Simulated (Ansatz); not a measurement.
Crystal: Cr.

```
Cr
1.0
     2.72082    0.03896   -0.01002
    -1.32666    2.32403    0.04013
    -0.01628    0.06590    4.41384
Cr
2
Direct
  0.66667 0.33333 0.75000
  0.33333 0.66667 0.25000
```

The cell isn't the ideal one: cell strained at random at fixed volume.

* Program: Ansatz 0.2.0
* Task: relaxation of cell and atoms
* Functional: PBE
* Potentials or basis: all-electron LAPW, scalar-relativistic
* Basis error allowed: 0.001 eV/atom
* k mesh: 8 × 8 × 5
* Occupations: gaussian, width 0.01 eV
* Spin: non-collinear spin, antiferromagnetic start
* Starting moments: [[1.732, 1.732, 1.732], [-1.732, -1.732, -1.732]] μB
* Hubbard terms: Cr d U = 3 eV

At the start: volume 14.07 Å³/atom.

How do energy, volume and symmetry change on relaxing?

Over 8 steps the energy falls by 504.7 meV/atom and the volume is 19.31 Å³/atom (+37.3 %); space group Cmcm (No. 63, to 0.05 Å); moment 0.00 μB per cell.

The path:
```tsv
step	energy change (eV)	largest force (eV/Å)	volume (Å³)
1	0.0000	0.1014	28.13
2	-0.6032	0.0513	31.32
3	-0.9116	0.0278	34.77
4	-1.0055	0.1381	38.32
5	-1.0086	0.0051	38.42
6	-1.0091	0.0033	38.58
7	-1.0091	0.0006	38.63
8	-1.0094	0.0006	38.63
```

Final structure:
```
Cr
1.0
     3.12518    0.02884   -0.00281
    -1.53738    2.66433    0.00463
    -0.00573    0.01216    4.61431
Cr
2
Direct
  0.67428 0.33693 0.75001
  0.32572 0.66307 0.24999
```

Caveat: the k mesh is thin for a metal, which can move the energy by tens of meV per atom; the magnetic state may not be the lowest; the electronic state changed during the relaxation; the volume moved by over 15 % at a fixed basis, so the end points are rough; U is the effective U less J, on atomic orbitals that reach past the spheres; the U is typed as a test and isn't derived for this compound.
